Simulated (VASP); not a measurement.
Write the native input for VASP 6.6.1 that does the following.

```yaml
Task: single point
Functional: PBEsol
Potentials_or_basis: VASP PAW PBE potentials, release 64 (Fe)
Cutoff: 520 eV
k_mesh: 6 × 6 × 4
Occupations: gaussian, width 0.1 eV
Spin: no spin polarisation
Dipole_correction: no
Further_INCAR_settings: ALGO = Normal; EDIFF = 1e-06; NBANDS = 24
```

The structure of Fe lies in POSCAR:

```
Fe
1.0
    3.5935354581      0.0000000000      0.0000000000
   -1.7967677291      3.1120929961      0.0000000000
    0.0000000000      0.0000000000      4.8090459567
Fe
4
Direct
    0.3333333333      0.6666666667      0.4640515197
    0.6666666667      0.3333333333      0.9640515197
    0.6666666667      0.3333333333      0.5359484803
    0.3333333333      0.6666666667      0.0359484803
```

The cell was built by a generator and needn't be a form met in nature.

One way to write it, as run:

INCAR

```
SYSTEM = Fe
ALGO     = Normal         ! electronic algorithm
EDIFF    = 1E-6           ! SCF threshold, eV
ENCUT    = 520            ! plane-wave cutoff, eV
GGA      = PS             ! functional
ISIF     = 2              ! what is computed and relaxed
ISMEAR   = 0              ! smearing method
LASPH    = .TRUE.         ! aspherical terms in the spheres
LCHARG   = .FALSE.        ! write CHGCAR
LREAL    = .FALSE.        ! projectors in reciprocal space
LWAVE    = .FALSE.        ! write WAVECAR
NBANDS   = 24             ! bands
NELM     = 100            ! most SCF steps
PREC     = Accurate       ! precision mode
SIGMA    = 0.1            ! smearing width, eV
```

KPOINTS

```
k-points
0
G
  6 6 4
  0 0 0
```

Potentials or basis: VASP PAW PBE potentials, release 64 (Fe).

The run is started by

```sh
$ cat potpaw_PBE.64/Fe/POTCAR > POTCAR
$ mpirun -np 1 vasp_std > vasp.out
```

It gave:

```yaml
Pressure: -1.8 GPa
Largest_force: 0.038 eV/Å
Band_gap_on_the_k_mesh: none (metal or under the smearing width)
```

Caveat: the PAW data sets were made with another functional, which shifts forces and pressure a little; the run has no spin polarisation, though such a crystal can be magnetic.

Run time: 19 s on 1 thread of Intel(R) Xeon(R) Platinum 8488C (Sapphire Rapids) (shared host), peak memory 0.17 GiB.
